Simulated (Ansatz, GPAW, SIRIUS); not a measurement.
# One calculation of TaN, 4 ways

```xyz
2
Lattice="2.9380 0.0000 0.0000 -1.4690 2.5444 0.0000 0.0000 0.0000 2.8830" Properties=species:S:1:pos:R:3 pbc="T T T"
Ta    0.0214    0.0212    1.3933
N     1.4195    0.8621    0.0169
```

Atoms were shifted at random by some hundredths of an Å from the given cell, which wasn't relaxed again for these runs.

Alike in all runs: task single point; functional PBEsol; k mesh 10 × 10 × 9; occupations fermi-dirac, width 0.05 eV; no spin polarisation; no spin-orbit coupling. Pressure is positive in compression and, in plane waves, holds the error of the finite cutoff, which Ansatz's Pulay term estimates and takes out.

```csv
program and potentials,plane-wave cutoff (eV),notes,pressure (GPa),largest force (eV/Å),energy over the undisturbed cell (meV/atom)
"Ansatz, Ansatz PAW",420,"potentials made for PBE, which Ansatz adapts in part; Pulay term of +0.47 GPa included",-3.27,1.320,31.53
"GPAW, PAW data sets generated for this functional",800,-,?,?,?
"Ansatz, all-electron LAPW, scalar-relativistic",-,-,-3.20,1.309,-
"SIRIUS, PseudoDojo 0.4.1 PBEsol standard (scalar relativistic)",1152,-,-3.56,1.303,-
```

Question: Estimate from the other rows what the run with GPAW, PAW data sets generated for this functional gave.

Answer: Pressure -3.37 GPa; largest force 1.337 eV/Å; energy over the undisturbed cell 31.93 meV/atom. The other rows, which needn't bracket it: pressure -3.56 to -3.20; largest force 1.303 to 1.320; energy over the undisturbed cell 31.53.
